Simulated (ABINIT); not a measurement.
The system is Si2Mo.

```xyz
3
Lattice="-1.6000 1.6000 3.9305 1.6000 -1.6000 3.9305 1.6000 1.6000 -3.9305" Properties=species:S:1:pos:R:3 pbc="T T T"
Mo    0.0000    0.0000    0.0000
Si    0.0000    0.0000    5.2433
Si    0.0000    0.0000    2.6177
```

Base run:

- Program: ABINIT 10.8.3 (patched build)
- Functional: r2SCAN
- Potentials or basis: Ansatz PAW PBE default generated set, frozen core
- Cutoff: 490 eV
- k mesh: 8 × 8 × 8
- Occupations: fermi-dirac, width 0.05 eV
- Spin: no spin polarisation

Its results: band gap on the k mesh none (metal or under the smearing width); pressure -1.7 GPa; largest force 0.387 eV/Å.

The run is repeated on the same cell with these changes: potentials or basis from Ansatz PAW PBE default generated set, frozen core to JTH PAW PBE v2.0. What comes out?

Band gap on the k mesh none (metal or under the smearing width); pressure -1.1 GPa; largest force 0.382 eV/Å.

Caveats: the PAW data sets were made with another functional, which shifts forces and pressure a little; the atomic spheres overlap (some runs).
